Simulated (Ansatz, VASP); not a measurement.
# One calculation of Si, two programs

File POSCAR:

```
Si
1.0
    0.0000000000      2.7135600000      2.7135600000
    2.7135600000      0.0000000000      2.7135600000
    2.7135600000      2.7135600000      0.0000000000
Si
2
Direct
    0.2500000000      0.2500000000      0.2500000000
    0.0000000000      0.0000000000      0.0000000000
```

The input INCAR.step1:

```
SYSTEM = Si
ALGO     = Normal         ! electronic algorithm
EDIFF    = 1E-4           ! SCF threshold, eV
ENCUT    = 600            ! plane-wave cutoff, eV
GGA      = PE             ! functional
ISMEAR   = -1             ! smearing method
LASPH    = .TRUE.         ! aspherical terms in the spheres
LCHARG   = .FALSE.        ! write CHGCAR
LREAL    = .FALSE.        ! projectors in reciprocal space
LWAVE    = .TRUE.         ! write WAVECAR
NELM     = 80             ! most SCF steps
PREC     = Accurate       ! precision mode
SIGMA    = 0.08           ! smearing width, eV
```

The input INCAR.step2:

```
SYSTEM = Si
ALGO     = Normal         ! electronic algorithm
EDIFF    = 1E-7           ! SCF threshold, eV
EDIFFG   = -0.002         ! ionic threshold
ENCUT    = 600            ! plane-wave cutoff, eV
IBRION   = 2              ! ionic algorithm
ISIF     = 3              ! what is computed and relaxed
ISMEAR   = -1             ! smearing method
ISTART   = 1            
LASPH    = .TRUE.         ! aspherical terms in the spheres
LCHARG   = .FALSE.        ! write CHGCAR
LMIXTAU  = .TRUE.       
LREAL    = .FALSE.        ! projectors in reciprocal space
LWAVE    = .FALSE.        ! write WAVECAR
METAGGA  = R2SCAN         ! meta-GGA
NELM     = 80             ! most SCF steps
NSW      = 100            ! ionic steps
PREC     = Accurate       ! precision mode
SIGMA    = 0.08           ! smearing width, eV
```

Contents of KPOINTS:

```
k-points
0
G
  16 16 16
  0 0 0
```

Input for Ansatz:

```yaml
crystal:
  lattice:
    - [0.0, 2.71356, 2.71356]
    - [2.71356, 0.0, 2.71356]
    - [2.71356, 2.71356, 0.0]
  atoms:
    - { symbol: Si, position: [0.25, 0.25, 0.25] }
    - { symbol: Si, position: [0.0, 0.0, 0.0] }
kpoints:
  mp_grid: { grid: [16, 16, 16] }
scf:
  occupations: { method: fermi_dirac, width: 0.08 }
hamiltonian:
  xc: r2scan
  pseudopotentials: { kind: paw }
relax:
  f_tol: 0.002
  max_steps: 80
  cell: {}
output:
  forces: true
  stress: true
```

Alike in both runs: task relaxation of cell and atoms; functional r2SCAN; k mesh 16 × 16 × 16; occupations fermi-dirac, width 0.08 eV; no spin polarisation.

```csv
,VASP,Ansatz
version,VASP 6.6.1,Ansatz 0.2.0
potentials or method,"VASP PAW PBE potentials, release 64 (Si)","PAW with Ansatz's default frozen-core files, scalar-relativistic"
plane-wave cutoff (eV),600,500
valence electrons in the cell,8,8
```

```tsv
	VASP	Ansatz	Ansatz less VASP
relaxed volume (Å³/atom)	20.12	20.17	+0.050
relaxed cell length with the largest relative difference (Å)	3.846	3.850	+0.0032
```

Caveats: the PAW data sets were made with another functional, which shifts forces and pressure a little (VASP). A k mesh can miss the band edges. Zero-point motion and thermal expansion aren't in these numbers.
